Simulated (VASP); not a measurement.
# Nd (Im-3m) in VASP: further runs

One crystal, Nd, is run at these levels: PBE; tasks: single point.

Everything below comes from runs of VASP 6.6.1. Logs are shortened: lines on timing, memory, paths and dates and some standing lists are left out, and cuts for length are marked.

## 1. The crystal as given

The structure is cubic, space group Im-3m (No. 229). The conventional cell has a = 4.151 Å, b = 4.151 Å, c = 4.151 Å, α = 90.00°, β = 90.00°, γ = 90.00°. Around Nd (site symmetry m-3m) lie 8 Nd at 3.59 Å.

This isn't the form of Nd at room conditions, which is double hcp.

## 2. Single point, PBE, collinear spin, ferromagnetic start

The input, INCAR:

```
SYSTEM = Nd
  ADDGRID = .False.
  ALGO = Normal
  EDIFF = 1E-6
  ENCUT = 900
  GGA = PE
  ISIF = 2
  ISMEAR = -1
  ISPIN = 2
  LASPH = .True.
  LCHARG = .False.
  LMAXMIX = 6
  LORBIT = 11
  LREAL = .False.
  LWAVE = .False.
  MAGMOM = 3
  NBANDS = 16
  NELM = 100
  PREC = Accurate
  SIGMA = 0.1
```

The input, KPOINTS:

```
k-points
0
Gamma
  5 5 5
  0 0 0
```

The input, POSCAR:

```
Nd
1.0
   -2.0754700287      2.0754700287      2.0754700287
    2.0754700287     -2.0754700287      2.0754700287
    2.0754700287      2.0754700287     -2.0754700287
Nd
1
Direct
    0.0000000000      0.0000000000      0.0000000000
```

Potentials or basis: VASP PAW PBE potentials, release 64 (Nd_3), 4f in core.

Command:

```sh
> cat potpaw_PBE.64/Nd_3/POTCAR > POTCAR
> mpirun -np 1 vasp_std > vasp.out
```

OUTCAR:

```text
SYSTEM = Nd
   EDIFF = 1E-6
   ENCUT = 900
   GGA = PE
   ISIF = 2
   ISMEAR = -1
   ISPIN = 2
   LASPH = .True.
   LORBIT = 11
   LREAL = .False.
   NELM = 100
   PREC = Accurate

 Found     10 irreducible k-points:

 Following reciprocal coordinates:
            Coordinates               Weight
  0.000000  0.000000  0.000000      1.000000
  0.200000  0.000000  0.000000     12.000000
  0.400000  0.000000  0.000000     12.000000
  0.200000  0.200000  0.000000     24.000000
  0.400000  0.200000  0.000000     24.000000
  0.200000  0.200000  0.200000      8.000000
   k-points           NKPTS =     10   k-points in BZ     NKDIM =     10   number of bands    NBANDS=     16
   number of dos      NEDOS =    301   number of ions     NIONS =      1
   total plane-waves  NPLWV =  46656
   dimension x,y,z NGX =    36 NGY =   36 NGZ =   36
   dimension x,y,z NGXF=    72 NGYF=   72 NGZF=   72
   ions per type =               1
   NGX,Y,Z   is equivalent  to a cutoff of  16.65, 16.65, 16.65 a.u.
   NGXF,Y,Z  is equivalent  to a cutoff of  33.30, 33.30, 33.30 a.u.
 SYSTEM =  Nd
   PREC   = accura    normal or accurate (medium, high low for compatibility)
   ISTART =      0    job   : 0-new  1-cont  2-samecut
   ICHARG =      2    charge: 1-file 2-atom 10-const
   ISPIN  =      2    spin polarized calculation?
   LNONCOLLINEAR =      F non collinear calculations
   LSORBIT =      F    spin-orbit coupling
   LASPH  =      T    aspherical Exc in radial PAW
   ENCUT  =  900.0 eV  66.15 Ry    8.13 a.u.   8.79  8.79  8.79*2*pi/ulx,y,z
   NELM   =    100;   NELMIN=  2; NELMDL= -5     # of ELM steps
   EDIFF  = 0.1E-05   stopping-criterion for ELM
   LREAL  =      F    real-space projection
   EDIFFG = 0.1E-04   stopping-criterion for IOM
   NSW    =      0    number of steps for IOM
   IBRION =     -1    ionic relax: 0-MD 1-quasi-New 2-CG
   NFREE  =      0    steps in history (QN), initial steepest desc. (CG)
   ISIF   =      2    stress and relaxation
   ISYM   =      2    0-nonsym 1-usesym 2-fastsym
   POTIM  = 0.5000    time-step for ionic-motion
   TEBEG  =    0.0;   TEEND  =   0.0 temperature during run
   PSTRESS=    0.0 pullay stress
   NELECT =      11.0000    total number of electrons
   NUPDOWN=      -1.0000    fix difference up-down
   EMIN   =  10.00;   EMAX   =-10.00  energy-range for DOS
   EFERMI =   0.00;   METHOD = LEGACY
   ISMEAR =    -1;   SIGMA  =   0.10  broadening in eV -4-tet -1-fermi 0-gaus
   EFERMI_NEDOS =   21; number of points for ismear=-14 and -15
   IALGO  =     38    algorithm
   IMIX   =      4    mixing-type and parameters
     AMIX     =   0.40;   BMIX     =  1.00
     AMIX_MAG =   1.60;   BMIX_MAG =  1.00
  volume/ion in A,a.u.               =      35.76       241.33
  Fermi-wavevector in a.u.,A,eV,Ry     =   1.105103  2.088341 16.616139  1.221252
  Thomas-Fermi vector in A             =   2.241585
   LORBIT       =     11    0 simple, 1 ext, 2 COOP (PROOUT), +10 PAW based schemes
   GGA     = PE    functional components
   LHFCALC =     F    Hartree Fock is set to
   AEXX    =    0.0000 exact exchange contribution
   IVDW    =     0    specifies the selected vdW correction
   LEPSILON=     F    determine dielectric tensor
   LRPA    =     F    only Hartree local field effects (RPA)
 spin polarized calculation
  energy-cutoff  :      900.00
  volume of cell :       35.76
 maximum number of plane-waves:      2205
   NGX = 17   NGY = 17   NGZ = 17

 number of electron      11.0000000 magnetization       0.6879062

 Free energy of the ion-electron system (eV)
  ---------------------------------------------------
  ext. energy  EPLUGINS =         0.00000000
  ---------------------------------------------------
  free energy    TOTEN  =        -4.59130493 eV

  energy without entropy =       -4.52843139  energy(sigma->0) =       -4.55986816

 E-fermi :   3.3369     XC(G=0):  -9.5852

 val. band max:        3.2128554441   @ k =   0.2000   0.2000   0.0000
 cond. band min:       3.4768323545   @ k =  -0.4000   0.4000   0.2000
 fundamental gap:      0.2639769105
 Fermi energy:         3.3368777796

 spin component 1

 k-point     1 :       0.0000    0.0000    0.0000
  band No.  band energies     occupation
      1     -34.7470      1.00000
      2     -15.3972      1.00000
      3     -15.3972      1.00000
      4     -15.3972      1.00000
      5      -0.8639      1.00000
      6       4.5575      0.00001
[... 8 lines left out ...]
     15      20.4293      0.00000
     16      22.1141      0.00000

 k-point     2 :       0.2000    0.0000    0.0000
  band No.  band energies     occupation
      1     -34.7054      1.00000
      2     -15.7622      1.00000
      3     -15.5088      1.00000
      4     -15.4003      1.00000
      5       0.1778      1.00000
      6       3.8761      0.00453
[... 8 lines left out ...]
     15      17.9060      0.00000
     16      20.7906      0.00000

 k-point     3 :       0.4000    0.0000    0.0000
  band No.  band energies     occupation
      1     -34.6370      1.00000
      2     -16.2992      1.00000
      3     -15.6820      1.00000
      4     -15.4056      1.00000
      5       1.1501      1.00000
      6       3.0592      0.94140
[... 8 lines left out ...]
     15      18.9160      0.00000
     16      19.5558      0.00000

 k-point     4 :       0.2000    0.2000    0.0000
  band No.  band energies     occupation
      1     -34.6502      1.00000
      2     -16.1202      1.00000
      3     -15.6703      1.00000
      4     -15.4777      1.00000
      5       1.5465      1.00000
      6       3.2129      0.77560
[... 8 lines left out ...]
     15      18.9023      0.00000
     16      21.3777      0.00000

 k-point     5 :       0.4000    0.2000    0.0000
  band No.  band energies     occupation
      1     -34.6157      1.00000
      2     -16.2684      1.00000
      3     -15.8582      1.00000
      4     -15.5001      1.00000
      5       1.8920      1.00000
      6       3.0628      0.93939
[... 8 lines left out ...]
     15      18.4211      0.00000
     16      21.1533      0.00000

 k-point     6 :       0.2000    0.2000    0.2000
  band No.  band energies     occupation
      1     -34.6219      1.00000
      2     -16.1464      1.00000
      3     -15.7392      1.00000
      4     -15.7392      1.00000
      5       3.0053      0.96496
      6       3.0053      0.96496
[... 8 lines left out ...]
     15      19.5214      0.00000
     16      20.6795      0.00000

 [... further k-points ...]

 spin component 2

 k-point     1 :       0.0000    0.0000    0.0000
  band No.  band energies     occupation
      1     -34.5990      1.00000
      2     -15.2104      1.00000
      3     -15.2104      1.00000
      4     -15.2104      1.00000
      5      -0.3290      1.00000
      6       5.0010      0.00000
[... 8 lines left out ...]
     15      20.8791      0.00000
     16      22.5290      0.00000

 k-point     2 :       0.2000    0.0000    0.0000
  band No.  band energies     occupation
      1     -34.5587      1.00000
      2     -15.5610      1.00000
      3     -15.3177      1.00000
      4     -15.2137      1.00000
      5       0.7034      1.00000
      6       4.3370      0.00005
[... 8 lines left out ...]
     15      18.3857      0.00000
     16      21.2397      0.00000

 k-point     3 :       0.4000    0.0000    0.0000
  band No.  band energies     occupation
      1     -34.4926      1.00000
      2     -16.0792      1.00000
      3     -15.4846      1.00000
      4     -15.2193      1.00000
      5       1.6412      1.00000
      6       3.5346      0.12165
[... 8 lines left out ...]
     15      19.4483      0.00000
     16      20.0613      0.00000

 k-point     4 :       0.2000    0.2000    0.0000
  band No.  band energies     occupation
      1     -34.5054      1.00000
      2     -15.9063      1.00000
      3     -15.4732      1.00000
      4     -15.2883      1.00000
      5       2.0555      1.00000
      6       3.6570      0.03911
[... 8 lines left out ...]
     15      19.4056      0.00000
     16      21.8808      0.00000

 k-point     5 :       0.4000    0.2000    0.0000
  band No.  band energies     occupation
      1     -34.4721      1.00000
      2     -16.0495      1.00000
      3     -15.6541      1.00000
      4     -15.3101      1.00000
      5       2.3730      0.99993
      6       3.5319      0.12455
[... 8 lines left out ...]
     15      18.9023      0.00000
     16      21.6593      0.00000

 k-point     6 :       0.2000    0.2000    0.2000
  band No.  band energies     occupation
      1     -34.4781      1.00000
      2     -15.9319      1.00000
      3     -15.5398      1.00000
      4     -15.5398      1.00000
      5       3.4816      0.19041
      6       3.4816      0.19041
[... 8 lines left out ...]
     15      20.0597      0.00000
     16      21.2256      0.00000

 [... further k-points ...]
[... 5 lines left out ...]
  --------------------------------------------------------------------------------------
  -------------------------------------------------------------------------------------
  Total        0.1229128      0.1229128      0.1229128      0.0000000      0.0000000     -0.0000000
  in kB        5.5067869      5.5067869      5.5067869      0.0000000      0.0000000     -0.0000000
  external PRESSURE =       5.5067869 kB  Pullay stress =       0.0000000 kB

 VOLUME and BASIS-vectors are now :
 -----------------------------------------------------------------------------
  energy-cutoff  :      900.00
  volume of cell :       35.76
      direct lattice vectors                 reciprocal lattice vectors
    -2.075470029  2.075470029  2.075470029     0.000000000  0.240909285  0.240909285
     2.075470029 -2.075470029  2.075470029     0.240909285  0.000000000  0.240909285
     2.075470029  2.075470029 -2.075470029     0.240909285  0.240909285  0.000000000

 POSITION                                       TOTAL-FORCE (eV/Angst)
 -----------------------------------------------------------------------------------
      0.00000      0.00000      0.00000         0.000000      0.000000      0.000000
 -----------------------------------------------------------------------------------
    total drift:                               -0.000000      0.000000      0.000000

  FREE ENERGIE OF THE ION-ELECTRON SYSTEM (eV)
  ---------------------------------------------------
  free  energy   TOTEN  =        -4.5913049298 eV

  energy  without entropy=       -4.5284313879  energy(sigma->0) =       -4.55986816

 total charge

# of ion       s       p       d       tot
------------------------------------------
    1        2.152   5.779   0.945   8.876

 magnetization (x)

# of ion       s       p       d       tot
------------------------------------------
    1        0.005   0.023   0.289   0.316
```

Run time: 26 s. Hardware: 1 thread of Intel Xeon Platinum 8488C (Sapphire Rapids), shared host; peak memory 0.24 GiB.

The run converged, but some of its settings lie outside the range that counts as converged, so its numbers aren't taken as properties of the crystal.

What came out:

* Free energy: -4.5913 eV
* Pressure: 0.6 GPa
* Band gap on the k mesh: none (metal or under the smearing width)
* Net moment: 0.69 μB per cell
* Site moments: Nd +0.32 μB
* Valence electrons inside the program's atomic spheres: Nd 8.88

Caveat: the k mesh is coarse (spacing up to 0.43 Å⁻¹), so the values aren't converged; the magnetic or orbital state may not be the lowest; spin-orbit coupling is left out, which moves the levels of the heavy elements; the 4f electrons are frozen in the core as for a trivalent ion, so they carry no moment and show no levels.

## 3. Single point, PBE, collinear spin, ferromagnetic start

INCAR, as its differences from that of step 2:

```diff
@@ -4,3 +4,3 @@
   EDIFF = 1E-6
-  ENCUT = 900
+  ENCUT = 280
   GGA = PE
```

The input, KPOINTS:

```
k-points
0
Gamma
  9 9 9
  0 0 0
```

POSCAR is that of step 2.

Potentials or basis: VASP PAW PBE potentials, release 64 (Nd_3), 4f in core.

Command:

```sh
> cat potpaw_PBE.64/Nd_3/POTCAR > POTCAR
> mpirun -np 1 vasp_std > vasp.out
```

OUTCAR:

```text
SYSTEM = Nd
   EDIFF = 1E-6
   ENCUT = 280
   GGA = PE
   ISIF = 2
   ISMEAR = -1
   ISPIN = 2
   LASPH = .True.
   LORBIT = 11
   LREAL = .False.
   NELM = 100
   PREC = Accurate

 Found     35 irreducible k-points:

 Following reciprocal coordinates:
            Coordinates               Weight
  0.000000  0.000000  0.000000      1.000000
  0.111111  0.000000  0.000000     12.000000
  0.222222  0.000000  0.000000     12.000000
  0.333333  0.000000  0.000000     12.000000
[... 316 lines left out ...]
  -------------------------------------------------------------------------------------
  Total       -0.0342431     -0.0342431     -0.0342431      0.0000000      0.0000000     -0.0000000
  in kB       -1.5341749     -1.5341749     -1.5341749      0.0000000      0.0000000     -0.0000000
  external PRESSURE =      -1.5341749 kB  Pullay stress =       0.0000000 kB

 VOLUME and BASIS-vectors are now :
 -----------------------------------------------------------------------------
  energy-cutoff  :      280.00
  volume of cell :       35.76
      direct lattice vectors                 reciprocal lattice vectors
    -2.075470029  2.075470029  2.075470029     0.000000000  0.240909285  0.240909285
     2.075470029 -2.075470029  2.075470029     0.240909285  0.000000000  0.240909285
     2.075470029  2.075470029 -2.075470029     0.240909285  0.240909285  0.000000000

 POSITION                                       TOTAL-FORCE (eV/Angst)
 -----------------------------------------------------------------------------------
      0.00000      0.00000      0.00000        -0.000000     -0.000000     -0.000000
 -----------------------------------------------------------------------------------
    total drift:                                0.000000     -0.000000     -0.000000

  FREE ENERGIE OF THE ION-ELECTRON SYSTEM (eV)
  ---------------------------------------------------
  free  energy   TOTEN  =        -4.6219597529 eV

  energy  without entropy=       -4.5448082349  energy(sigma->0) =       -4.58338399

 total charge

# of ion       s       p       d       tot
------------------------------------------
    1        2.154   5.773   0.954   8.881

 magnetization (x)

# of ion       s       p       d       tot
------------------------------------------
    1        0.000   0.000   0.001   0.001
```

OSZICAR:

```text
N       E                     dE             d eps       ncg     rms          rms(c)
DAV:   1     0.495076140447E+02    0.49508E+02   -0.36344E+03  2304   0.399E+02
DAV:   2    -0.282435193311E+01   -0.52332E+02   -0.50759E+02  2952   0.132E+02
DAV:   3    -0.380071717390E+01   -0.97637E+00   -0.97378E+00  2616   0.166E+01
DAV:   4    -0.381501885967E+01   -0.14302E-01   -0.14298E-01  2960   0.186E+00
DAV:   5    -0.381533149638E+01   -0.31264E-03   -0.31264E-03  2600   0.216E-01    0.928E+00
DAV:   6    -0.459031579601E+01   -0.77498E+00   -0.24213E-01  2536   0.311E+00    0.321E+00
DAV:   7    -0.462399760986E+01   -0.33682E-01   -0.69900E-02  2640   0.170E+00    0.136E+00
DAV:   8    -0.462517001715E+01   -0.11724E-02   -0.36813E-02  2928   0.106E+00    0.473E-01
DAV:   9    -0.462128516071E+01    0.38849E-02   -0.30769E-03  3368   0.265E-01    0.137E-01
DAV:  10    -0.462146211161E+01   -0.17695E-03   -0.44155E-04  2928   0.142E-01    0.794E-02
DAV:  11    -0.462183733558E+01   -0.37522E-03   -0.47929E-04  2712   0.984E-02    0.302E-02
DAV:  12    -0.462189491622E+01   -0.57581E-04   -0.42059E-05  3048   0.308E-02    0.191E-02
DAV:  13    -0.462193385033E+01   -0.38934E-04   -0.21675E-05  2616   0.232E-02    0.101E-02
DAV:  14    -0.462195362899E+01   -0.19779E-04   -0.20868E-05  2768   0.208E-02    0.554E-03
DAV:  15    -0.462195673265E+01   -0.31037E-05   -0.22117E-06  2912   0.703E-03    0.354E-03
DAV:  16    -0.462195961715E+01   -0.28845E-05   -0.53087E-06  2792   0.106E-02    0.901E-04
DAV:  17    -0.462195975292E+01   -0.13578E-06   -0.13713E-07  1216   0.204E-03
   1 F= -.46219598E+01 E0= -.45833840E+01  d E =-.771515E-01  mag=     0.0014
```

stdout:

```text
POSCAR found type information on POSCAR Nd
 POSCAR found :  1 types and       1 ions
 scaLAPACK will be used
 LDA part: xc-table for (Slater+PW92), standard interpolation
 POSCAR, INCAR and KPOINTS ok, starting setup
 FFT: planning ... GRIDC
 FFT: planning ... GRID_SOFT
 FFT: planning ... GRID
 WAVECAR not read
 entering main loop
```

Wall time 14 s (1 thread of Intel Xeon Platinum 8488C (Sapphire Rapids), shared host); peak memory 0.13 GiB.

These settings aren't checked as converged: the numbers below hold their error.

What came out:

```
Free energy                                           : -4.6220 eV
Pressure                                              : -0.2 GPa
Band gap on the k mesh                                : none (metal or under the smearing width)
Net moment                                            : 0.00 μB per cell
Valence electrons inside the program's atomic spheres : Nd 8.88
```

Caveat: the magnetic or orbital state may not be the lowest; spin-orbit coupling is left out, which moves the levels of the heavy elements; the 4f electrons are frozen in the core as for a trivalent ion, so they carry no moment and show no levels.

## 4. Single point, PBE, collinear spin, ferromagnetic start

INCAR, as its differences from that of step 3:

```diff
@@ -4,3 +4,3 @@
   EDIFF = 1E-6
-  ENCUT = 280
+  ENCUT = 400
   GGA = PE
```

The input, KPOINTS:

```
k-points
0
Gamma
  8 8 8
  0 0 0
```

POSCAR is that of step 3.

Command:

```sh
> cat potpaw_PBE.64/Nd_3/POTCAR > POTCAR
> mpirun -np 1 vasp_std > vasp.out
```

Run time: 15 s. Hardware: 1 thread of Intel Xeon Platinum 8488C (Sapphire Rapids), shared host; peak memory 0.15 GiB.

The run converged, but some of its settings lie outside the range that counts as converged, so its numbers aren't taken as properties of the crystal.

What came out:

| Item | Value |
| --- | --- |
| Free energy | -4.6207 eV |
| Pressure | -0.2 GPa |
| Band gap on the k mesh | none (metal or under the smearing width) |
| Net moment | 0.00 μB per cell |
| Valence electrons inside the program's atomic spheres | Nd 8.88 |

Caveat: the magnetic or orbital state may not be the lowest; spin-orbit coupling is left out, which moves the levels of the heavy elements; the 4f electrons are frozen in the core as for a trivalent ion, so they carry no moment and show no levels.

## 5. For comparison

An earlier run on the cell as given: functional PBE; potentials or basis VASP PAW PBE potentials, release 64 (Nd); cutoff 520 eV; k mesh 9 × 9 × 9; occupations fermi-dirac, width 0.05 eV; collinear spin, ferromagnetic start; starting moments [3.0] μB.

* Pressure: -0.1 GPa
* Band gap on the k mesh: none (metal or under the smearing width)
* Net moment: 4.08 μB per cell
* Site moments: Nd +3.37 μB
* Valence electrons inside the program's atomic spheres: Nd 11.23
